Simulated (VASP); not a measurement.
# CuI (Marshite) (F-43m) in VASP: further runs

The runs below take CuI (Marshite) through relaxation of the atoms, relaxation of cell and atoms, with r2SCAN, PBE+D3(BJ), PBEsol.

Program: VASP 6.6.1. These are calculated values, not measurements. Logs are shortened: lines on timing, memory, paths and dates and some standing lists are left out, and cuts for length are marked.

**1. The crystal as given**

Symmetry: F-43m, No. 216, cubic system. Conventional cell: a = 6.063 Å, b = 6.063 Å, c = 6.063 Å, α = 90.00°, β = 90.00°, γ = 90.00°. Around Cu (site symmetry -43m) lie 4 I at 2.63 Å. I (site symmetry -43m) has 4 Cu at 2.63 Å as nearest neighbours.

**2. Relaxation of the atoms, r2SCAN (a relaxed cell with its volume scaled by 1.06)**

INCAR

```
SYSTEM = CuI
PREC = Accurate
ENCUT = 600
EDIFF = 1E-7
ISMEAR = 0
SIGMA = 0.03
LREAL = .FALSE.
LASPH = .TRUE.
NELM = 80
ALGO = Normal
ISIF = 2
LWAVE = .FALSE.
LCHARG = .FALSE.
METAGGA = R2SCAN
LMIXTAU = .TRUE.
IBRION = 2
NSW = 40
EDIFFG = -0.01
```

KPOINTS

```
Automatic mesh
0
G
  8 8 8
  0 0 0
```

POSCAR

```
CuI                                     
1.0
    0.0000000000      3.0700004226      3.0700004226
    3.0700004226      0.0000000000      3.0700004226
    3.0700004226      3.0700004226      0.0000000000
  Cu              I             
     1     1
Direct
     0.2500000000000000    0.2500000000000000    0.2500000000000000
     0.0000000000000000    0.0000000000000000    0.0000000000000000
```

Potentials or basis: VASP PAW PBE potentials, release 64 (Cu, I).

Launch:

```bash
cat potpaw_PBE.64/Cu/POTCAR potpaw_PBE.64/I/POTCAR > POTCAR
mpirun -np 1 vasp_std > vasp.out
```

OUTCAR:

```text
SYSTEM = CuI
   PREC = Accurate
   ENCUT = 600
   EDIFF = 1E-7
   ISMEAR = 0
   LREAL = .FALSE.
   LASPH = .TRUE.
   NELM = 80
   ISIF = 2
   METAGGA = R2SCAN
   IBRION = 2
   NSW = 40
   EDIFFG = -0.01

 ion  position               nearest neighbor table
   1  0.250  0.250  0.250-   2 2.66   2 2.66   2 2.66   2 2.66
   2  0.000  0.000  0.000-   1 2.66   1 2.66   1 2.66   1 2.66

  LATTYP: Found a face centered cubic cell.
 ALAT       =     6.1400008452

  Lattice vectors:

 A1 = (   0.0000000000,   3.0700004226,   3.0700004226)
 A2 = (   3.0700004226,   0.0000000000,   3.0700004226)
 A3 = (   3.0700004226,   3.0700004226,   0.0000000000)

Analysis of symmetry for initial positions (statically):
=====================================================================
 Subroutine PRICEL returns:
 Original cell was already a primitive cell.

 Routine SETGRP: Setting up the symmetry group for a
 face centered cubic supercell.

 Subroutine GETGRP returns: Found 24 space group operations
 (whereof 24 operations were pure point group operations)
 out of a pool of 48 trial point group operations.

The static configuration has the point symmetry T_d .

Analysis of symmetry for dynamics (positions and initial velocities):
=====================================================================
 Subroutine PRICEL returns:
 Original cell was already a primitive cell.

 Routine SETGRP: Setting up the symmetry group for a
 face centered cubic supercell.

 Subroutine GETGRP returns: Found 24 space group operations
 (whereof 24 operations were pure point group operations)
 out of a pool of 48 trial point group operations.

The dynamic configuration has the point symmetry T_d .

 Subroutine INISYM returns: Found 24 space group operations
 (whereof 24 operations are pure point group operations),
 and found     1 'primitive' translations

----------------------------------------------------------------------------------------

                                     Primitive cell

  volume of cell :      57.8689

  direct lattice vectors                    reciprocal lattice vectors
     0.000000000  3.070000423  3.070000423    -0.162866427  0.162866427  0.162866427
     3.070000423  0.000000000  3.070000423     0.162866427 -0.162866427  0.162866427
     3.070000423  3.070000423  0.000000000     0.162866427  0.162866427 -0.162866427

  length of vectors
     4.341636234  4.341636234  4.341636234     0.282092927  0.282092927  0.282092927

  position of ions in fractional coordinates (direct lattice)
     0.250000000  0.250000000  0.250000000
     0.000000000  0.000000000  0.000000000

  ion indices of the primitive-cell ions
   primitive index   ion index
                 1           1
                 2           2

----------------------------------------------------------------------------------------

 KPOINTS: Automatic mesh

Automatic generation of k-mesh.
 Grid dimensions read from file:
 generate k-points for:    8    8    8

 Generating k-lattice:

  Cartesian coordinates                     Fractional coordinates (reciprocal lattice)
    -0.020358303  0.020358303  0.020358303     0.125000000  0.000000000  0.000000000
     0.020358303 -0.020358303  0.020358303     0.000000000  0.125000000  0.000000000
     0.020358303  0.020358303 -0.020358303     0.000000000  0.000000000  0.125000000

  Length of vectors
     0.035261616  0.035261616  0.035261616

  Shift w.r.t. Gamma in fractional coordinates (k-lattice)
     0.000000000  0.000000000  0.000000000

 Subroutine IBZKPT returns following result:
 ===========================================

 Found     29 irreducible k-points:

 Following reciprocal coordinates:
            Coordinates               Weight
  0.000000  0.000000  0.000000      1.000000
  0.125000  0.000000  0.000000      8.000000
  0.250000  0.000000  0.000000      8.000000
  0.375000  0.000000  0.000000      8.000000
  0.500000  0.000000  0.000000      4.000000
  0.125000  0.125000  0.000000      6.000000
[... 16 lines left out ...]
  0.500000  0.250000  0.125000     48.000000
 -0.375000  0.250000  0.125000     24.000000
 [... further k-points ...]
   k-points           NKPTS =     29   k-points in BZ     NKDIM =     29   number of bands    NBANDS=     13
   number of dos      NEDOS =    301   number of ions     NIONS =      2
   total plane-waves  NPLWV =  46656
   dimension x,y,z NGX =    36 NGY =   36 NGZ =   36
   dimension x,y,z NGXF=    72 NGYF=   72 NGZF=   72
   ions per type =               1   1
   NGX,Y,Z   is equivalent  to a cutoff of  13.78, 13.78, 13.78 a.u.
   NGXF,Y,Z  is equivalent  to a cutoff of  27.57, 27.57, 27.57 a.u.
 SYSTEM =  CuI
   PREC   = accura    normal or accurate (medium, high low for compatibility)
   ISTART =      0    job   : 0-new  1-cont  2-samecut
   ICHARG =      2    charge: 1-file 2-atom 10-const
   ISPIN  =      1    spin polarized calculation?
   LNONCOLLINEAR =      F non collinear calculations
   LSORBIT =      F    spin-orbit coupling
   LASPH  =      T    aspherical Exc in radial PAW
   ENCUT  =  600.0 eV  44.10 Ry    6.64 a.u.   8.67  8.67  8.67*2*pi/ulx,y,z
   NELM   =     80;   NELMIN=  2; NELMDL= -5     # of ELM steps
   EDIFF  = 0.1E-06   stopping-criterion for ELM
   LREAL  =      F    real-space projection
   EDIFFG = -.1E-01   stopping-criterion for IOM
   NSW    =     40    number of steps for IOM
   IBRION =      2    ionic relax: 0-MD 1-quasi-New 2-CG
   NFREE  =      1    steps in history (QN), initial steepest desc. (CG)
   ISIF   =      2    stress and relaxation
   ISYM   =      2    0-nonsym 1-usesym 2-fastsym
   POTIM  = 0.5000    time-step for ionic-motion
   TEBEG  =    0.0;   TEEND  =   0.0 temperature during run
   PSTRESS=    0.0 pullay stress
   NELECT =      18.0000    total number of electrons
   NUPDOWN=      -1.0000    fix difference up-down
   EMIN   =  10.00;   EMAX   =-10.00  energy-range for DOS
   EFERMI =   0.00;   METHOD = LEGACY
   ISMEAR =     0;   SIGMA  =   0.03  broadening in eV -4-tet -1-fermi 0-gaus
   EFERMI_NEDOS =   21; number of points for ismear=-14 and -15
   IALGO  =     38    algorithm
   IMIX   =      4    mixing-type and parameters
     AMIX     =   0.40;   BMIX     =  1.00
     AMIX_MAG =   1.60;   BMIX_MAG =  1.00
  volume/ion in A,a.u.               =      28.93       195.26
  Fermi-wavevector in a.u.,A,eV,Ry     =   1.109219  2.096120 16.740151  1.230366
  Thomas-Fermi vector in A             =   2.245756
   LORBIT       =      0    0 simple, 1 ext, 2 COOP (PROOUT), +10 PAW based schemes
   METAGGA = R2SCAN    functional components
   LHFCALC =     F    Hartree Fock is set to
   AEXX    =    0.0000 exact exchange contribution
   IVDW    =     0    specifies the selected vdW correction
   LEPSILON=     F    determine dielectric tensor
   LRPA    =     F    only Hartree local field effects (RPA)
 conjugate gradient relaxation of ions
 non-spin polarized calculation
 Gauss-broadening in eV      SIGMA  =   0.03
  energy-cutoff  :      600.00
  volume of cell :       57.87
 maximum number of plane-waves:      1964
   NGX = 17   NGY = 17   NGZ = 17

 number of electron      18.0000010 magnetization

 Free energy of the ion-electron system (eV)
  ---------------------------------------------------
  ext. energy  EPLUGINS =         0.00000000
  ---------------------------------------------------
  free energy    TOTEN  =       -35.77374175 eV

  energy without entropy =      -35.77374175  energy(sigma->0) =      -35.77374175

 E-fermi :   4.0512     XC(G=0):  -9.2644

 val. band max:        3.8573000405   @ k =   0.0000   0.0000   0.0000
 cond. band min:       5.3660430987   @ k =   0.0000   0.0000   0.0000
 fundamental gap:      1.5087430583
 Fermi energy:         4.0511834077

 k-point     1 :       0.0000    0.0000    0.0000
  band No.  band energies     occupation
      1     -10.4678      2.00000
      2       0.2246      2.00000
      3       0.2247      2.00000
      4       0.2247      2.00000
      5       2.1759      2.00000
      6       2.1759      2.00000
      7       3.8573      2.00000
      8       3.8573      2.00000
      9       3.8573      2.00000
     10       5.3660      0.00000
     11       9.1447      0.00000
     12       9.1448      0.00000
     13       9.1448      0.00000

 k-point     2 :       0.1250    0.0000    0.0000
  band No.  band energies     occupation
      1     -10.3985      2.00000
      2      -0.0707      2.00000
      3       0.2279      2.00000
      4       0.2279      2.00000
      5       2.1703      2.00000
      6       2.1703      2.00000
      7       3.3248      2.00000
      8       3.7525      2.00000
      9       3.7526      2.00000
     10       6.0072      0.00000
     11       9.0107      0.00000
     12       9.3566      0.00000
     13       9.3567      0.00000

 k-point     3 :       0.2500    0.0000    0.0000
  band No.  band energies     occupation
      1     -10.2215      2.00000
      2      -0.7666      2.00000
      3       0.2331      2.00000
      4       0.2332      2.00000
      5       2.1677      2.00000
      6       2.1677      2.00000
      7       2.7132      2.00000
      8       3.5191      2.00000
      9       3.5192      2.00000
     10       6.4824      0.00000
     11       9.6181      0.00000
     12       9.6768      0.00000
     13       9.6768      0.00000
[... 305 lines left out ...]
 k-point    23 :       0.5000    0.2500    0.1250
  band No.  band energies     occupation
      1      -9.9250      2.00000
      2      -1.2986      2.00000
      3      -0.2339      2.00000
      4       0.1877      2.00000
      5       2.1305      2.00000
      6       2.1881      2.00000
      7       2.3653      2.00000
      8       2.6961      2.00000
      9       3.0670      2.00000
     10       7.6697      0.00000
     11       8.8680      0.00000
     12       9.7650      0.00000
     13      11.2211      0.00000

 k-point    24 :      -0.3750    0.2500    0.1250
  band No.  band energies     occupation
      1      -9.8553      2.00000
      2      -1.4421      2.00000
      3      -0.3275      2.00000
      4       0.1713      2.00000
      5       2.1085      2.00000
      6       2.1854      2.00000
      7       2.2902      2.00000
      8       2.6828      2.00000
      9       2.9461      2.00000
     10       7.6556      0.00000
     11       8.8302      0.00000
     12      10.3974      0.00000
     13      11.5505      0.00000

 [... further k-points ...]

------------------------ aborting loop because EDIFF is reached ----------------------------------------

  FORCE on cell =-STRESS in cart. coord.  units (eV):
  Direction    XX          YY          ZZ          XY          YZ          ZX
  --------------------------------------------------------------------------------------
  -------------------------------------------------------------------------------------
  Total       -0.7822671     -0.7822671     -0.7822671      0.0000000      0.0000000      0.0000000
  in kB      -21.6581008    -21.6581008    -21.6581008      0.0000000      0.0000000      0.0000000
  external PRESSURE =     -21.6581008 kB  Pullay stress =       0.0000000 kB

 VOLUME and BASIS-vectors are now :
 -----------------------------------------------------------------------------
  energy-cutoff  :      600.00
  volume of cell :       57.87
      direct lattice vectors                 reciprocal lattice vectors
     0.000000000  3.070000423  3.070000423    -0.162866427  0.162866427  0.162866427
     3.070000423  0.000000000  3.070000423     0.162866427 -0.162866427  0.162866427
     3.070000423  3.070000423  0.000000000     0.162866427  0.162866427 -0.162866427

 POSITION                                       TOTAL-FORCE (eV/Angst)
 -----------------------------------------------------------------------------------
      1.53500      1.53500      1.53500        -0.000000     -0.000000     -0.000000
      0.00000      0.00000      0.00000         0.000000      0.000000      0.000000
 -----------------------------------------------------------------------------------
    total drift:                               -0.000013     -0.000013     -0.000013

  FREE ENERGIE OF THE ION-ELECTRON SYSTEM (eV)
  ---------------------------------------------------
  free  energy   TOTEN  =       -35.7737417500 eV

  energy  without entropy=      -35.7737417500  energy(sigma->0) =      -35.77374175

 reached required accuracy - stopping structural energy minimisation
```

Wall time 2 min (1 thread of Intel Xeon Platinum 8488C (Sapphire Rapids), shared host); peak memory 0.22 GiB.

What came out:

```yaml
Free_energy: -35.7737 eV
Pressure_after_relaxing: -2.2 GPa
Band_gap_on_the_k_mesh: 1.51 eV, direct
```

Final structure:
```
Cu I
1.0
     0.00000    3.07000    3.07000
     3.07000    0.00000    3.07000
     3.07000    3.07000    0.00000
Cu I
1 1
Direct
  0.25000 0.25000 0.25000
  0.00000 0.00000 0.00000
```

Levels at points of the mesh, in eV from the valence-band top:
```
           k point  band 6  band 7  band 8  band 9  band 10  band 11  band 12  band 13
(0.00, 0.00, 0.00)   -1.68    0.00    0.00    0.00     1.51     5.29     5.29     5.29
(0.50, 0.00, 0.00)   -1.66   -1.62   -0.65   -0.65     2.52     5.77     5.77     7.63
(0.50, 0.50, 0.00)   -1.61   -1.60   -1.37   -1.37     3.01     3.20     9.51    10.20
```

Caveat: the relaxation stopped at its first step, so nothing moved; the PAW data sets were made with another functional, which shifts forces and pressure a little; spin-orbit coupling is left out, which moves the levels of the heavy elements.

(Part 1 of 3 ends here.)
